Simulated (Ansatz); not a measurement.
One crystal and one scan (energy against volume) at two levels, r2SCAN (plane waves to 500 eV, PAW, scalar-relativistic; Ansatz, a program for electronic structure) and PBE (plane waves to 420 eV, PAW, scalar-relativistic; Ansatz), each from its own relaxed cell and on its own mesh. The cell shown is that of r2SCAN.

CoPt (CuAu type, space group P4/mmm)

```xyz
2
Lattice="2.6763 0.0000 0.0000 0.0000 2.6763 0.0000 0.0000 0.0000 3.7275" Properties=species:S:1:pos:R:3 pbc="T T T"
Co     1.3382     1.3382     1.8638
Pt     0.0000     0.0000     0.0000
```

E(V) scan at fixed shape, V₀ the volume above. Symmetry pins the atoms to their sites.

E stands for the smeared free energy. CoPt was relaxed with its symmetry unable to fall. Relaxed CoPt ends ferromagnetic. Spin-orbit coupling is left out, though Pt is heavy. Other magnetic orders were not checked, so this need not be the ground state. (PBE) Relaxed CoPt ends ferromagnetic. (r2SCAN) Relaxed CoPt ends ferromagnetic. With the shape held, the modulus is that of even scaling; a crystal free to change shape is softer. Percentages come from the unrounded values. Both scans cover V/V₀ from 0.940 to 1.060.

Results of r2SCAN:

| Property | Result |
|---|---|
| Lattice constant a (Å) | 2.676 |
| Lattice constant c (Å) | 3.728 |
| Relaxed volume (Å³/atom) | 13.35 |
| Magnetic moment of the relaxed cell (μB/cell) | 2.45 |
| Pressure at the smallest volume (GPa) | 16.8 |
| Energy cost of the largest expansion (meV/atom) | 31 |
| Bulk modulus at fixed cell shape B₀ (third-order Birch-Murnaghan fit) (GPa) | 230.7 |
| Pressure for 5 % compression (fit) (GPa) | 13.6 |

**Question.** What does PBE give for the same quantities?

**Answer.** 
| quantity | PBE | r2SCAN − PBE |
|---|---|---|
| Lattice constant a (Å) | 2.695 | -0.019 (-0.7 %) |
| Lattice constant c (Å) | 3.724 | +0.004 |
| Relaxed volume (Å³/atom) | 13.52 | -0.17 (-1.3 %) |
| Magnetic moment of the relaxed cell (μB/cell) | 2.28 | +0.17 (+8 %) |
| Pressure at the smallest volume (GPa) | 15.9 | +0.9 (+6 %) |
| Energy cost of the largest expansion (meV/atom) | 29 | +2 (+4 %) |
| Bulk modulus at fixed cell shape B₀ (third-order Birch-Murnaghan fit) (GPa) | 218.5 | +12.2 (+5.6 %) |
| Pressure for 5 % compression (fit) (GPa) | 12.8 | +0.8 (+6 %) |

r2SCAN gives the higher value for: magnetic moment of the relaxed cell; pressure at the smallest volume; bulk modulus at fixed cell shape B₀; pressure for 5 % compression. r2SCAN gives the lower value for: lattice constant a; relaxed volume. They agree on: lattice constant c (within 0.2 %). Neither level is exact: the differences show how much the result hangs on the functional.

(Under strain, the slope of the energy per volume gives the stress and its curvature an elastic modulus.)
